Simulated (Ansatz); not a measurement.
**What a change of settings does to a run on K**

The cell is the one relaxed in the Materials Project (mp-58), not relaxed further here; entries there can be hypothetical. The listed cell was then made from it by scaling, straining or moving an atom.

First run: DFT, PBEsol, PAW with Ansatz's default frozen-core files, scalar-relativistic (Ansatz 0.2.0).

Command: `ansatz run input.yaml --threads 1 --pin off --max-ram 2048MiB --backend cpu --events-out ev --progress --plain --runs-dir out` The run took about 3 s on 1 thread of a shared machine.

```yaml
crystal:
  lattice:
    - [-2.7154236633, 2.7154236633, 2.7154236633]
    - [2.7154236633, -2.7154236633, 2.7154236633]
    - [2.7154236633, 2.7154236633, -2.7154236633]
  atoms:
    - { symbol: K, position: [0.0, 0.0, 0.0] }
kpoints:
  mp_grid: { grid: [10, 10, 10] }
scf:
  occupations: { method: fermi_dirac, width: 0.05 }
hamiltonian:
  xc: pbesol
  pseudopotentials: { kind: paw }
output:
  forces: true
  stress: true
  eigenvalues: true
  efg: { contact_densities: true }
```

Result: converged; pressure -0.36 GPa; 6 SCF iterations.

The input is then changed:

```diff
@@ -10,4 +10,5 @@
 scf:
   occupations: { method: fermi_dirac, width: 0.05 }
+  mixing: { preconditioner: kerker }
 hamiltonian:
   xc: pbesol
```

Problem. Predict the outcome of the changed run.

Solution. It converged; energy at zero smearing 0.0 meV/atom from the first run; pressure -0.36 GPa; 6 SCF iterations.
